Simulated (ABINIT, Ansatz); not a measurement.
# Quasiparticle gap of F (C2/c) in ABINIT, part 3 of 3

Wanted: ground state, empty states, screening and self-energy for F (C2/c).

ABINIT 10.8.3; LDA and many-body steps on it, plane waves. Known limits of the many-body steps: not at the basis limit; coarse k mesh.

So far. Step 3 (Bands along the symmetry lines): The gap is 2.348 eV, as in the run before at this level. Step 4 (Empty states on the mesh, 4×4×2 mesh, 44 bands): On this mesh the gap is 2.348 eV.

### Step 5. Screening, 4×4×2 mesh, 40 bands, screening to 98 eV

The RPA dielectric matrix is built and inverted for each q.

This step: RPA screening on LDA, plane waves, norm-conserving pseudopotentials.

Input file run.abi:

```
acell 3*1.0 Angstrom
rprim 
  2.556322424600 -1.584027248600 -0.000000000000
  2.556322424600 1.584027248600 -0.000000000000
  -0.562110604000 -0.000000000000 6.597708898900
ntypat 1
znucl 9
natom 4
typat 1 1 1 1
xred 
  0.595832880000 0.915335970000 0.597955500000
  0.084664030000 0.404167120000 0.902044500000
  0.404167120000 0.084664030000 0.402044500000
  0.915335970000 0.595832880000 0.097955500000
pp_dirpath "pseudos"
pseudos "F.upf"
ecut 36
ngkpt 4 4 2
nshiftk 1
shiftk 0 0 0
kptopt 1
chksymbreak 0
istwfk *1
occopt 1
irdwfk 1
optdriver 3
nband 40
ecuteps 3.6
inclvkb 2
awtr 1
symchi 1
indata_prefix "in"
outdata_prefix "out"
tmpdata_prefix "tmp"
```

Run with:

```bash
$ OMP_NUM_THREADS=1 mpirun -n 4 abinit run.abi > log
```

Numbers of over 12 decimals in the logs are rounded to 6 here.

What it wrote:

```text
.Version 10.8.3 of ABINIT. v10.8.2 released Aug 2026.

 Symmetries : space group C2/c (# 15); Bravais mC (1-face-center monocl.)
[... echo of the input left out ...]
== DATASET  1 ==================================================================
-   mpi_nproc: 4, omp_nthreads: 1 (-1 if OMP is not activated)

--- !DatasetInfo
iteration_state: {dtset: 1, }
dimensions: {natom: 4, nkpt: 14, mband: 40, nsppol: 1, nspinor: 1, nspden: 1, mpw: 3742, }
cutoff_energies: {ecut:  36.0, pawecutdg:  -1.0, }
electrons: {nelect:   2.80000000E+01, charge:   0.00000000E+00, occopt:   1.00000000E+00, tsmear:   1.00000000E-02, }

 SCREENING: Calculation of the susceptibility and dielectric matrices

 Based on a program developped by R.W. Godby, V. Olevano, G. Onida, and L. Reining.
 Incorporated in ABINIT by V. Olevano, G.-M. Rignanese, and M. Torrent.
.Using double precision arithmetic ; gwpc =  8

[... cell and pseudopotentials left out ...]
--------------------------------------------------------------------------------

 ==== K-mesh for the wavefunctions ====
 Number of points in the irreducible wedge :    14
[... list of points left out ...]
 Together with  4 symmetry operations and time-reversal symmetry
 yields    32 points in the full Brillouin Zone.

 ==== Q-mesh for the screening function ====
 Number of points in the irreducible wedge :    14
[... list of points left out ...]
 Together with  4 symmetry operations and time-reversal symmetry
 yields    32 points in the full Brillouin Zone.

 setmesh: FFT mesh size selected  =    24x   24x   48
          total number of points  =        27648

 vcoul_init : cutoff-mode = AUXILIARY_FUNCTION
 q-points for optical limit:   1
     1)      0.000010    0.000020    0.000030

- screening: taking advantage of time-reversal symmetry
- Maximum band index for partially occupied states nbvw = 14
- Remaining bands to be divided among processors   nbcw = 26
- Number of bands treated by each node ~6

 Number of electrons calculated from density =   28.0000; Expected =   28.0000
 average of density, n =  0.077653
 r_s =    1.4541
 omega_plasma =   26.8804 [eV]

 calculating chi0 at frequencies [eV] :
  1    0.000000E+00    0.000000E+00
  2    0.000000E+00    2.688039E+01

--------------------------------------------------------------------------------
  q-point number  1        q = ( 0.000000, 0.000000, 0.000000) [r.l.u.]
--------------------------------------------------------------------------------
[... chi0 elements left out ...]
 For q-point:  0.000010 0.000020 0.000030
  dielectric constant =   2.0446
  dielectric constant without local fields =   2.3166

  Average fulfillment of the sum rule on Im[epsilon] for q-point    1 :     30.90  [%]
[... wings left out ...]
  q-point number  2        q = ( 0.250000, 0.000000, 0.000000) [r.l.u.]
--------------------------------------------------------------------------------
[... chi0 elements left out ...]
  Average fulfillment of the sum rule on Im[epsilon] for q-point    2 :     33.11  [%]

 [... 12 further q-points ...]
```

The job ended after 18 s (4 MPI ranks of Arm Neoverse V1, shared host; peak memory 0.86 GiB).

This step gave:

```
ε∞ with local fields, on this mesh, along the program's q direction : 2.045
the same without local fields                                       : 2.317
plasma frequency                                                    : 26.88 eV
plane waves in the screening matrix                                 : 123
```

Local fields lower ε∞ by 12 %. On a Γ-centred mesh this coarse the value itself is usually too large, while a short band sum pulls it down.

### Step 6. Self-energy, 4×4×2 mesh, 40 bands, screening to 98 eV

The self-energy is evaluated for the states that the input lists, and the levels follow from it, in one-shot runs by the linearised quasiparticle equation.

This step: G0W0 on LDA, plane waves, norm-conserving pseudopotentials.

Edit run.abi of step 5 so:

```diff
@@ -25,8 +25,15 @@
 irdwfk 1
-optdriver 3
+optdriver 4
 nband 40
+gwcalctyp 0
+ecutsigx 36
+symsigma 1
+nkptgw 1
+kptgw 
+  0.0000000000 0.0000000000 0.0000000000
+bdgw 
+  13 16
 ecuteps 3.6
-inclvkb 2
-awtr 1
-symchi 1
+irdscr 1
+ppmodel 1
 indata_prefix "in"
```

What it wrote:

```text
.Version 10.8.3 of ABINIT. v10.8.2 released Aug 2026.

 Symmetries : space group C2/c (# 15); Bravais mC (1-face-center monocl.)
[... echo of the input left out ...]
== DATASET  1 ==================================================================
-   mpi_nproc: 4, omp_nthreads: 1 (-1 if OMP is not activated)

--- !DatasetInfo
iteration_state: {dtset: 1, }
dimensions: {natom: 4, nkpt: 14, mband: 40, nsppol: 1, nspinor: 1, nspden: 1, mpw: 3742, }
cutoff_energies: {ecut:  36.0, pawecutdg:  -1.0, }
electrons: {nelect:   2.80000000E+01, charge:   0.00000000E+00, occopt:   1.00000000E+00, tsmear:   1.00000000E-02, }

 SIGMA: Calculation of the GW corrections

 Based on a program developped by R.W. Godby, V. Olevano, G. Onida, and L. Reining.
 Incorporated in ABINIT by V. Olevano, G.-M. Rignanese, and M. Torrent.
.Using double precision arithmetic ; gwpc =  8

[... cell and pseudopotentials left out ...]
--------------------------------------------------------------------------------

 ==== K-mesh for the wavefunctions ====
 Number of points in the irreducible wedge :    14
[... list of points left out ...]
 Together with  4 symmetry operations and time-reversal symmetry
 yields    32 points in the full Brillouin Zone.

 ==== Q-mesh for screening function ====
 Number of points in the irreducible wedge :    14
[... list of points left out ...]
 Together with  4 symmetry operations and time-reversal symmetry
 yields    32 points in the full Brillouin Zone.

 vcoul_init : cutoff-mode = AUXILIARY_FUNCTION
 q-points for optical limit:   1
     1)      0.000010    0.000020    0.000030
 setmesh: FFT mesh size selected  =    32x   32x   72
          total number of points  =        73728

 Number of electrons calculated from density =   28.0000; Expected =   28.0000
 average of density, n =  0.077653
 r_s =    1.4541
 omega_plasma =   26.8804 [eV]

 === KS Band Gaps ===
  >>>> For spin  1
   Minimum direct gap =   2.3481 [eV], located at k-point      :   0.0000  0.0000  0.0000
   Fundamental gap    =   2.3481 [eV], Top of valence bands at :   0.0000  0.0000  0.0000
                                       Bottom of conduction at :   0.0000  0.0000  0.0000
 SIGMA fundamental parameters:
 PLASMON POLE MODEL  1
 number of plane-waves for SigmaX                 3701
 number of plane-waves for SigmaC and W            123
 number of plane-waves for wavefunctions          3701
 number of bands                                    40
 number of independent spin polarizations            1
 number of spinorial components                      1
 number of k-points in IBZ                          14
 number of q-points in IBZ                          14
 number of symmetry operations                       4
 number of k-points in BZ                           32
 number of q-points in BZ                           32
 number of frequencies for dSigma/dE                 9
 frequency step for dSigma/dE [eV]                0.25
 number of omega for Sigma on real axis              0
 max omega for Sigma on real axis  [eV]           0.00
 zcut for avoiding poles [eV]                     0.10

 EPSILON^-1 parameters (SCR file):
 dimension of the eps^-1 matrix on file            123
 dimension of the eps^-1 matrix used               123
 number of plane-waves for wavefunctions          3701
 number of bands                                    40
 number of q-points in IBZ                          14
 number of frequencies                               2
 number of real frequencies                          1
 number of imag frequencies                          1

 matrix elements of self-energy operator (all in [eV])

 Perturbative Calculation

--- !SelfEnergy_ee
iteration_state: {dtset: 1, }
kpoint     : [   0.000,    0.000,    0.000, ]
spin       : 1
KS_gap     :    2.348
QP_gap     :    8.341
Delta_QP_KS:    5.993
data: !SigmaeeData |
     Band     E0 <VxcDFT>   SigX SigC(E0)      Z dSigC/dE  Sig(E)    E-E0       E
       13  -4.139 -23.575 -32.236   5.665   0.792  -0.262 -25.949  -2.374  -6.513
       14  -4.080 -23.618 -32.282   5.657   0.793  -0.261 -26.003  -2.385  -6.465
       15  -1.732 -22.265 -15.379  -2.408   0.806  -0.241 -18.657   3.608   1.876
       16  -0.609 -24.172 -16.310  -2.809   0.788  -0.269 -20.190   3.982   3.373

== END DATASET(S) ==============================================================
================================================================================

 -outvars: echo values of variables after computation  --------
           etotal      0.0000000000E+00
            nband          40
             nkpt          14
          spgroup          15
 [... the other variables as echoed above ...]

 Calculation completed.
```

The job ended after 2.4 s (4 MPI ranks; peak memory 0.17 GiB).

Numbers from this step:

```
G0W0 gap on the points computed              : 8.341 eV
starting gap on the mesh                     : 2.348 eV
k of the valence top                         : 0, 0, 0
k of the conduction bottom                   : 0, 0, 0
Z at the valence top                         : 0.793
Z at the conduction bottom                   : 0.806
least direct G0W0 gap on the computed points : 8.341 eV
```

The gap on the mesh goes from 2.35 eV to 8.34 eV, a correction of +5.99 eV.

Limits: finite bands, cutoff and mesh; coarse k mesh. v1 is the top filled band, c1 the lowest empty one. Levels before and after the correction, in eV, zero at the valence-band top of each column:

```
           conduction bottom  valence top
Kohn-Sham               2.35         0.00
     G0W0               8.34         0.00
```

```
           level  energy (eV)
Kohn-Sham   Γ v2       -0.059
Kohn-Sham   Γ v1        0.000
Kohn-Sham   Γ c1        2.348
Kohn-Sham   Γ c2        3.471
     G0W0   Γ v2       -0.048
     G0W0   Γ v1        0.000
     G0W0   Γ c1        8.341
     G0W0   Γ c2        9.838
```

### Step 7. Where the time went

Times are wall times on 4 MPI ranks of Arm Neoverse V1, shared host, good to a factor of about two.

```
                          step   time  share  memory (GiB)
                  ground state   37 s   45 %          0.38
bands along the symmetry lines   16 s   19 %          0.34
      empty states on the mesh    9 s   11 %          0.28
                     screening   18 s   22 %          0.86
                   self-energy  2.4 s    3 %          0.17
```

### Step 8. Outcome

| Item | Value |
| --- | --- |
| LDA gap | 2.35 eV, direct |
| G0W0 gap on the mesh | 8.34 eV |
| GW settings | 4×4×2 mesh, 40 bands, screening to 98 eV, Godby-Needs plasmon pole |
| known limits | not at the basis limit; coarse k mesh |

**Reading.** G0W0 moves the gap on the mesh from 2.35 eV to 8.34 eV (+5.99 eV), with Z of 0.79 and 0.81 at the edges. Local fields lower the RPA ε∞ on this mesh from 2.32 to 2.04; a Γ-centred mesh this coarse tends to raise both, most where the direct gap is narrow, while a short band sum lowers them. Only 1 of the mesh's irreducible points was corrected, so a valley elsewhere could overtake. The dearest step here is «ground state». Bands and cutoff are finite, so the gap is not at the basis limit. The miss can reach some tenths of an eV and take either sign; the mesh is an error of its own. In the G0W0 run levels were corrected at 1 k point alone, so a gap called «on the mesh» is the least over those, and an edge elsewhere would be missed. The 4×4×2 mesh is coarse for this cell, which bears on the long-range parts of exchange and screening.

[Paths, hosts, dates, memory and timing lines, banners, echoed tables and standing remarks are left out of the program output.]

[Logs are printed without paths, hosts, clocks, repeated set-up lines and the standing remarks that a program may print on its own settings, such as how far it seeks lower states.]

[Runs of the session that timed out or met a known fault of the program may be left out.]

[Hosts, paths, dates, database ids (printed as entryN), source tags and the programs' standing remarks are cut or masked in the printed files.]

[G0W0 gaps are taken among the corrected bands and points alone; a level outside them can change the order at an edge.]

[Where Ansatz stands beside ABINIT at settings called matched, ABINIT's density can come from a denser mesh and the files from another edition; pairs whose starting gaps differed by over 0.03 eV were left out, so agreement reads better than it is.]
